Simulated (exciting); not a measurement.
**YN: equation of state with PBE**

YN:

```
Y N
1.0
     0.00000    2.43850    2.43850
     2.43850    0.00000    2.43850
     2.43850    2.43850    0.00000
Y N
1 1
Direct
  0.00000 0.00000 0.00000
  0.50000 0.50000 0.50000
```

```
Program             : exciting (release sodium)
Task                : equation of state
Functional          : PBE
Potentials or basis : all-electron LAPW+lo, shipped species files, valence relativity iora*
rgkmax              : 7.5
k mesh              : 9 × 9 × 9
Occupations         : fermi-dirac, width 0.05 eV
Spin                : no spin polarisation
```

```yaml
Equilibrium_volume: 14.77 Å³/atom
Bulk_modulus: 159 GPa
Pressure_derivative_of_the_bulk_modulus: 4.2
```

Energy against volume, from the lowest point:
```tsv
volume (Å³/atom)	energy (meV/atom)
13.630	50.34
13.920	26.98
14.210	11.35
14.500	2.58
14.790	0.00
15.080	3.11
15.370	11.28
```

PBE usually gives volumes a little too large and moduli too small. Zero-point motion and thermal expansion aren't in these numbers.
